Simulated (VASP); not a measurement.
The system is Au.

```
Au
1.0
     0.00000    2.03500    2.03500
     2.03500    0.00000    2.03500
     2.03500    2.03500    0.00000
Au
1
Direct
  0.00000 0.00000 0.00000
```

- Program: VASP 6.6.1
- Task: relaxation of cell and atoms
- Functional: RPBE
- Dispersion: D3(BJ)
- Potentials or basis: VASP PAW PBE potentials, release 64 (Au)
- Cutoff: 600 eV
- k mesh: 11 × 11 × 11
- Occupations: fermi-dirac, width 0.05 eV
- Spin: no spin polarisation

At the start: pressure -25.8 GPa; volume 16.85 Å³/atom.

Task: How do energy, volume and symmetry change on relaxing?

Result: Over 5 steps the energy falls by 173.2 meV/atom and the volume is 14.96 Å³/atom (-11.2 %); space group Fm-3m (No. 225, to 0.05 Å).

The path:
```
step  energy change (eV)  largest force (eV/Å)  pressure (GPa)  volume (Å³)
   1              0.0000                0.0000          -25.85        16.85
   2              1.5977                0.0000          197.68        11.05
   3             -0.1711                0.0000           -3.53        15.15
   4             -0.1729                0.0000           -1.52        15.04
   5             -0.1732                0.0000            0.04        14.96
```

Final structure:
```
Au
1.0
     0.00000    1.95568    1.95568
     1.95568    0.00000    1.95568
     1.95568    1.95568    0.00000
Au
1
Direct
  0.00000 0.00000 0.00000
```

Caveat: the PAW data sets were made with another functional, which shifts forces and pressure a little; the volume moved by -11 % from the deposited cell, more than functionals usually miss; pairwise dispersion overbinds metals, which lowers pressure and volume.
